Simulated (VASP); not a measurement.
# Sb (R-3m) in VASP: settings compared, part 3 of 3

VASP 6.6.1. The steps go on from the part before.

### 5 Relaxation of cell and atoms, PBE, target pressure 1 GPa, at which the enthalpy is minimised

This run uses another cell than the first one, of 30.95 Å³/atom, 1.025 times its volume.

Input file INCAR:

```
ALGO = Normal
EDIFF = 1E-7
EDIFFG = -0.005
ENCUT = 600
GGA = PE
IBRION = 2
ISIF = 3
ISMEAR = 1
KPAR = 2
LASPH = True
LCHARG = False
LREAL = False
LWAVE = False
NELM = 80
NSW = 90
PREC = Accurate
PSTRESS = 10.0
SIGMA = 0.1
```

Input file KPOINTS:

```
k-points
0
Gamma
  10 10 10
```

Input file POSCAR:

```
Sb                                      
1.0
    2.1798151483      1.2585168626      3.7604168643
   -2.1798151483      1.2585168626      3.7604168643
    0.0000000000     -2.5170337253      3.7604168643
  Sb            
     2
Direct
     0.2344614377795415    0.2344614377795415    0.2344614377795415
     0.7655385622204585    0.7655385622204585    0.7655385622204585
```

Potentials or basis: VASP PAW PBE potentials, release 64 (Sb).

Run with:

```bash
$ cat potpaw_PBE.64/Sb/POTCAR > POTCAR
$ mpirun -np 2 vasp_std > vasp.out
```

OUTCAR:

```text
EDIFF = 1E-7
   EDIFFG = -0.005
   ENCUT = 600
   GGA = PE
   IBRION = 2
   ISIF = 3
   ISMEAR = 1
   LASPH = True
   LREAL = False
   NELM = 80
   NSW = 90
   PREC = Accurate
   PSTRESS = 10.0

 ion  position               nearest neighbor table
   1  0.234  0.234  0.234-   2 2.95   2 2.95   2 2.95   2 3.36   2 3.36   2 3.36
   2  0.766  0.766  0.766-   1 2.95   1 2.95   1 2.95   1 3.36   1 3.36   1 3.36

  LATTYP: Found a trigonal (rhomboedric) cell.
 ALAT       =     4.5250628468
 COS(alpha) =     0.5358908853

  Lattice vectors:

 A1 = (   2.1798151483,   1.2585168626,   3.7604168643)
 A2 = (  -2.1798151483,   1.2585168626,   3.7604168643)
 A3 = (   0.0000000000,  -2.5170337253,   3.7604168643)

Analysis of symmetry for initial positions (statically):
=====================================================================
 Subroutine PRICEL returns:
 Original cell was already a primitive cell.

 Routine SETGRP: Setting up the symmetry group for a
 trigonal (rhombohedral) supercell.

 Subroutine GETGRP returns: Found 12 space group operations
 (whereof 12 operations were pure point group operations)
 out of a pool of 12 trial point group operations.

The static configuration has the point symmetry D_3d.

Analysis of symmetry for dynamics (positions and initial velocities):
=====================================================================
 Subroutine PRICEL returns:
 Original cell was already a primitive cell.

 Routine SETGRP: Setting up the symmetry group for a
 trigonal (rhombohedral) supercell.

 Subroutine GETGRP returns: Found 12 space group operations
 (whereof 12 operations were pure point group operations)
 out of a pool of 12 trial point group operations.

The dynamic configuration has the point symmetry D_3d.

 Subroutine INISYM returns: Found 12 space group operations
 (whereof 12 operations are pure point group operations),
 and found     1 'primitive' translations

----------------------------------------------------------------------------------------

                                     Primitive cell

  volume of cell :      61.8965

  direct lattice vectors                    reciprocal lattice vectors
     2.179815148  1.258516863  3.760416864     0.229377248  0.132431016  0.088642655
    -2.179815148  1.258516863  3.760416864    -0.229377248  0.132431016  0.088642655
     0.000000000 -2.517033725  3.760416864     0.000000000 -0.264862032  0.088642655

  length of vectors
     4.525062847  4.525062847  4.525062847     0.279301658  0.279301658  0.279301658

  position of ions in fractional coordinates (direct lattice)
     0.234461438  0.234461438  0.234461438
     0.765538562  0.765538562  0.765538562

  ion indices of the primitive-cell ions
   primitive index   ion index
                 1           1
                 2           2

----------------------------------------------------------------------------------------

 KPOINTS: k-points

Automatic generation of k-mesh.
 Grid dimensions read from file:
 generate k-points for:   10   10   10

 Generating k-lattice:

  Cartesian coordinates                     Fractional coordinates (reciprocal lattice)
     0.022937725  0.013243102  0.008864265     0.100000000 -0.000000000  0.000000000
[... 49 lines left out ...]
 SYSTEM =  unknown system
   PREC   = accura    normal or accurate (medium, high low for compatibility)
   ISTART =      0    job   : 0-new  1-cont  2-samecut
   ICHARG =      2    charge: 1-file 2-atom 10-const
   ISPIN  =      1    spin polarized calculation?
   LNONCOLLINEAR =      F non collinear calculations
   LSORBIT =      F    spin-orbit coupling
   LASPH  =      T    aspherical Exc in radial PAW
   ENCUT  =  600.0 eV  44.10 Ry    6.64 a.u.   9.04  9.04  9.04*2*pi/ulx,y,z
   NELM   =     80;   NELMIN=  2; NELMDL= -5     # of ELM steps
   EDIFF  = 0.1E-06   stopping-criterion for ELM
   LREAL  =      F    real-space projection
   EDIFFG = -.5E-02   stopping-criterion for IOM
   NSW    =     90    number of steps for IOM
   IBRION =      2    ionic relax: 0-MD 1-quasi-New 2-CG
   NFREE  =      1    steps in history (QN), initial steepest desc. (CG)
   ISIF   =      3    stress and relaxation
   ISYM   =      2    0-nonsym 1-usesym 2-fastsym
   POTIM  = 0.5000    time-step for ionic-motion
   TEBEG  =    0.0;   TEEND  =   0.0 temperature during run
   PSTRESS=   10.0 pullay stress
   NELECT =      10.0000    total number of electrons
   NUPDOWN=      -1.0000    fix difference up-down
   EMIN   =  10.00;   EMAX   =-10.00  energy-range for DOS
   EFERMI =   0.00;   METHOD = LEGACY
   ISMEAR =     1;   SIGMA  =   0.10  broadening in eV -4-tet -1-fermi 0-gaus
   EFERMI_NEDOS =   21; number of points for ismear=-14 and -15
   IALGO  =     38    algorithm
   IMIX   =      4    mixing-type and parameters
     AMIX     =   0.40;   BMIX     =  1.00
     AMIX_MAG =   1.60;   BMIX_MAG =  1.00
  volume/ion in A,a.u.               =      30.95       208.85
  Fermi-wavevector in a.u.,A,eV,Ry     =   0.891633  1.684942 10.816762  0.795010
  Thomas-Fermi vector in A             =   2.013478
   LORBIT       =      0    0 simple, 1 ext, 2 COOP (PROOUT), +10 PAW based schemes
   GGA     = PE    functional components
   LHFCALC =     F    Hartree Fock is set to
   AEXX    =    0.0000 exact exchange contribution
   IVDW    =     0    specifies the selected vdW correction
   LEPSILON=     F    determine dielectric tensor
   LRPA    =     F    only Hartree local field effects (RPA)
 conjugate gradient relaxation of ions
 non-spin polarized calculation
 Methfessel and Paxton  Order N= 1 SIGMA  =   0.10
  energy-cutoff  :      600.00
  volume of cell :       61.90
 maximum number of plane-waves:      2085
   NGX = 19   NGY = 19   NGZ = 19

--------------------------------------- Ionic step        1  -------------------------------------------

 number of electron      10.0000000 magnetization

 Free energy of the ion-electron system (eV)
  ---------------------------------------------------
  ext. energy  EPLUGINS =         0.00000000
  ---------------------------------------------------
  free energy    TOTEN  =        -8.27342550 eV

  energy without entropy =       -8.27348657  energy(sigma->0) =       -8.27344586

------------------------ aborting loop because EDIFF is reached ----------------------------------------

  FORCE on cell =-STRESS in cart. coord.  units (eV):
  Direction    XX          YY          ZZ          XY          YZ          ZX
  --------------------------------------------------------------------------------------
  -------------------------------------------------------------------------------------
  Total        0.3703570      0.3703570      0.3764889      0.0000000     -0.0000000      0.0000000
  in kB        9.5866141      9.5866141      9.7453350      0.0000000     -0.0000000      0.0000000
  external PRESSURE =      -0.3604789 kB  Pullay stress =      10.0000000 kB
[... 139 lines left out ...]
--------------------------------------- Ionic step        5  -------------------------------------------

 number of electron      10.0000000 magnetization

 Free energy of the ion-electron system (eV)
  ---------------------------------------------------
  ext. energy  EPLUGINS =         0.00000000
  ---------------------------------------------------
  free energy    TOTEN  =        -8.27290765 eV

  energy without entropy =       -8.27296752  energy(sigma->0) =       -8.27292761

 E-fermi :   6.9460     XC(G=0):  -9.4370

 val. band max:        6.9250219796   @ k =   0.4000   0.1000   0.1000
 cond. band min:       7.0677254436   @ k =  -0.4000   0.5000   0.4000
 fundamental gap:      0.1427034640
 Fermi energy:         6.9459959665

 k-point     1 :       0.0000    0.0000    0.0000
  band No.  band energies     occupation
      1      -5.5256      2.00000
      2       2.0785      2.00000
      3       5.0309      2.00000
      4       5.2225      2.00000
      5       5.2225      2.00000
      6       9.1382      0.00000
      7       9.6798      0.00000
      8       9.6798      0.00000
      9      12.0303      0.00000
[... 265 lines left out ...]
 k-point    24 :       0.4000    0.3000    0.0000
  band No.  band energies     occupation
      1      -3.9216      2.00000
      2      -0.6301      2.00000
      3       2.7785      2.00000
      4       3.7329      2.00000
      5       3.9936      2.00000
      6       9.1747      0.00000
      7      10.8547      0.00000
      8      11.1234      0.00000
      9      11.4553      0.00000

 [... further k-points ...]

------------------------ aborting loop because EDIFF is reached ----------------------------------------

  FORCE on cell =-STRESS in cart. coord.  units (eV):
  Direction    XX          YY          ZZ          XY          YZ          ZX
  --------------------------------------------------------------------------------------
  -------------------------------------------------------------------------------------
  Total        0.3939163      0.3939163      0.3853803      0.0000000     -0.0000000      0.0000000
  in kB       10.2106637     10.2106637      9.9894019      0.0000000     -0.0000000      0.0000000
  external PRESSURE =       0.1369097 kB  Pullay stress =      10.0000000 kB
[... 21 lines left out ...]
  energy  without entropy=       -8.2729675164  energy(sigma->0) =       -8.27292761

  enthalpy is  TOTEN    =        -7.8871184975 eV   P V=        0.3857891537

 reached required accuracy - stopping structural energy minimisation
```

OSZICAR:

```text
N       E                     dE             d eps       ncg     rms          rms(c)
DAV:   1     0.427481639229E+02    0.42748E+02   -0.40146E+03  2088   0.983E+02
DAV:   2    -0.640113876426E+01   -0.49149E+02   -0.48134E+02  2874   0.131E+02
DAV:   3    -0.825614911616E+01   -0.18550E+01   -0.18384E+01  2562   0.311E+01
DAV:   4    -0.827275548122E+01   -0.16606E-01   -0.16604E-01  2500   0.333E+00
[... 24 lines left out ...]
DAV:   1    -0.827290788437E+01    0.48200E-04   -0.35584E-04  2183   0.118E-01    0.549E-03
DAV:   2    -0.827290806204E+01   -0.17767E-06   -0.95236E-06  2353   0.259E-02    0.216E-03
DAV:   3    -0.827290776310E+01    0.29893E-06   -0.35187E-07  2413   0.409E-03    0.853E-04
DAV:   4    -0.827290765903E+01    0.10407E-06   -0.79415E-08  1108   0.166E-03    0.379E-04
DAV:   5    -0.827290765122E+01    0.78040E-08   -0.71846E-09  1050   0.717E-04
   5 F= -.78871185E+01 E0= -.78871385E+01  d E =-.683967E-05
```

CONTCAR:

```text
Sb
   1.00000000000000
     2.1786571000958772    1.2578482631555477    3.7591721044649238
    -2.1786571000958772    1.2578482631555477    3.7591721044649238
     0.0000000000000000   -2.5156965264138154    3.7591721044658519
  Sb
     2
Direct
     0.2345662259998594    0.2345662259998594    0.2345662259998594
     0.7654337740001407    0.7654337740001407    0.7654337740001407

  0.00000000E+00  0.00000000E+00  0.00000000E+00
  0.00000000E+00  0.00000000E+00  0.00000000E+00
```

Run time: 49 s. Hardware: 2 MPI ranks of AMD EPYC 9R45 (Zen 5), shared host; peak memory 0.22 GiB.

What came out:

| Quantity | Value |
| --- | --- |
| Free energy | -8.2729 eV |
| Relaxed volume | 30.91 Å³/atom |
| Relaxed cell | a = 4.523 Å, b = 4.523 Å, c = 4.523 Å, α = 57.59°, β = 57.59°, γ = 57.59° |
| Space group after relaxing (to 0.05 Å) | R-3m (No. 166) |
| Energy change on relaxing (the enthalpy is what falls) | +0.3 meV/atom |
| Ionic steps | 5 |
| Pressure after relaxing | 1.0 GPa |
| Band gap on the k mesh | none (metal or under the smearing width) |

Forces on the atoms (eV/Å):
```
Sb   0.000  0.000  0.003
Sb   0.000  0.000 -0.003
```

Step by step:
```
step  energy change (eV)  largest force (eV/Å)  pressure (GPa)  volume (Å³)
   1              0.0000                0.0079            0.96        61.90
   2              0.0004                0.0087            1.01        61.83
   3              0.0004                0.0088            1.01        61.83
   4              0.0005                0.0089            1.02        61.82
   5              0.0005                0.0027            1.01        61.81
```

Final structure:
```
CELL_PARAMETERS angstrom
2.17866 1.25785 3.75917
-2.17866 1.25785 3.75917
0.00000 -2.51570 3.75917
ATOMIC_POSITIONS crystal
Sb 0.23457 0.23457 0.23457
Sb 0.76543 0.76543 0.76543
```

Levels at points of the mesh, in eV from the Fermi level:
| k point | band 1 | band 2 | band 3 | band 4 | band 5 | band 6 | band 7 | band 8 | band 9 |
| --- | --- | --- | --- | --- | --- | --- | --- | --- | --- |
| (0.00, 0.00, 0.00) | -12.47 | -4.87 | -1.92 | -1.72 | -1.72 | 2.19 | 2.73 | 2.73 | 5.08 |
| (0.50, 0.00, 0.00) | -10.17 | -9.50 | -1.77 | -1.63 | -0.25 | -0.17 | 0.25 | 0.48 | 7.69 |
| (0.50, 0.50, 0.00) | -10.19 | -7.88 | -5.29 | -3.59 | -3.53 | 1.69 | 4.88 | 5.39 | 6.80 |
| (0.50, 0.50, 0.50) | -10.91 | -8.88 | -1.22 | -1.22 | -0.48 | 0.12 | 0.12 | 1.04 | 7.11 |

Caveat: the cell is relaxed towards a set pressure, so the enthalpy falls and the energy may rise.

### 6 Relaxation of cell and atoms, PBE, target pressure 6.4 GPa, at which the enthalpy is minimised

Input file INCAR:

```
SYSTEM = Sb
PREC     = Accurate       ! precision mode
ENCUT    = 600            ! plane-wave cutoff, eV
EDIFF    = 1E-6           ! SCF threshold, eV
ISMEAR   = 1              ! smearing method
SIGMA    = 0.1            ! smearing width, eV
LREAL    = .False.        ! projectors in reciprocal space
LASPH    = .True.         ! aspherical terms in the spheres
NELM     = 80             ! most SCF steps
ALGO     = Normal         ! electronic algorithm
ISIF     = 3              ! what is computed and relaxed
LWAVE    = .False.        ! write WAVECAR
LCHARG   = .False.        ! write CHGCAR
GGA      = PE             ! functional
IBRION   = 2              ! ionic algorithm
NSW      = 90             ! ionic steps
EDIFFG   = -0.01          ! ionic threshold
PSTRESS  = 64.0
```

Input file KPOINTS:

```
Automatic mesh
0
Gamma
  10 10 10
  0 0 0
```

Input file POSCAR:

```
Sb
1.0
    2.1542000000      1.2437279499      3.7580000000
   -2.1542000000      1.2437279499      3.7580000000
    0.0000000000     -2.4874558998      3.7580000000
Sb
2
Direct
    0.2334900000      0.2334900000      0.2334900000
    0.7665100000      0.7665100000      0.7665100000
```

Potentials or basis: VASP PAW PBE potentials, release 64 (Sb).

Run with:

```bash
$ cat potpaw_PBE.64/Sb/POTCAR > POTCAR
$ mpirun -np 1 vasp_std > vasp.out
```

It took 3.4 min on 1 thread of AMD EPYC 9R45 (Zen 5), shared host; peak memory 0.22 GiB.

The run converged. Its results:

```
Free energy                                            : -8.1446 eV
Relaxed volume                                         : 27.93 Å³/atom
Relaxed cell                                           : a = 4.318 Å, b = 4.318 Å, c = 4.318 Å, α = 59.17°, β = 59.17°, γ = 59.17°
Space group after relaxing (to 0.05 Å)                 : R-3m (No. 166)
Energy change on relaxing (the enthalpy is what falls) : +54.2 meV/atom
Ionic steps                                            : 13
Pressure after relaxing                                : 6.4 GPa
Largest force after relaxing                           : 0.008 eV/Å
Band gap on the k mesh                                 : none (metal or under the smearing width)
```

Forces in eV/Å, atoms in the order of the input:
```
Sb   0.000  0.000  0.008
Sb   0.000  0.000 -0.008
```

Step by step:
| step | energy change (eV) | largest force (eV/Å) | pressure (GPa) | volume (Å³) |
| --- | --- | --- | --- | --- |
| 1 | 0.0000 | 0.2274 | 2.80 | 60.41 |
| 2 | 0.2119 | 0.6908 | 10.27 | 54.66 |
| 3 | 0.0930 | 0.4874 | 6.74 | 57.04 |
| 4 | 0.0946 | 0.2701 | 6.68 | 56.51 |
| 5 | 0.1194 | 0.0096 | 6.82 | 55.63 |
| 6 | 0.0904 | 0.0509 | 5.78 | 56.35 |
| 7 | 0.1014 | 0.0360 | 6.18 | 56.06 |
| 8 | 0.1041 | 0.0007 | 6.31 | 55.97 |
| 9 | 0.1053 | 0.0117 | 6.36 | 55.94 |
| 10 | 0.1054 | 0.0124 | 6.36 | 55.94 |
| 11 | 0.1081 | 0.0124 | 6.44 | 55.87 |
| 12 | 0.1083 | 0.0124 | 6.44 | 55.86 |
| 13 | 0.1083 | 0.0075 | 6.42 | 55.86 |

Final structure:
```yaml
crystal:
  lattice:
    - [2.13205, 1.23094, 3.54774]
    - [-2.13205, 1.23094, 3.54774]
    - [0.00000, -2.46188, 3.54774]
  atoms:
    - { symbol: Sb, position: [0.23959, 0.23959, 0.23959] }
    - { symbol: Sb, position: [0.76041, 0.76041, 0.76041] }
```

Levels at points of the mesh, in eV from the Fermi level:
```csv
k point,band 1,band 2,band 3,band 4,band 5,band 6,band 7,band 8,band 9
"(0.00, 0.00, 0.00)",-13.11,-4.21,-1.92,-1.88,-1.88,2.81,3.15,3.15,4.81
"(0.50, 0.00, 0.00)",-10.45,-9.99,-1.54,-1.33,-0.37,0.02,0.04,0.38,8.42
"(0.50, 0.50, 0.00)",-10.45,-7.71,-5.98,-3.96,-3.96,1.62,5.55,5.77,7.89
"(0.50, 0.50, 0.50)",-10.94,-9.54,-1.18,-1.18,-0.27,-0.27,-0.21,0.86,7.96
```

Caveat: the cell is relaxed towards a set pressure, so the enthalpy falls and the energy may rise.

### 7 The runs side by side

```csv
level,cell,target pressure,gap on the mesh (eV),pressure (GPa)
PBE+D3(BJ),relaxed to 6.5 GPa,6.5 GPa,none,6.5
PBE,relaxed to 1 GPa,1 GPa,none,1.0
PBE,relaxed to 6.4 GPa,6.4 GPa,none,6.4
```

Alike in all rows: task relaxation of cell and atoms; potentials or basis VASP PAW PBE potentials, release 64 (Sb); no spin polarisation; k mesh 10 × 10 × 10; cutoff (eV) 600; smearing methfessel-paxton 0.1 eV.

Caveats: the cell is relaxed towards a set pressure, so the enthalpy falls and the energy may rise; pairwise dispersion overbinds metals, which lowers pressure and volume (some runs).

Absolute energies hang on the potentials; compare differences alone.
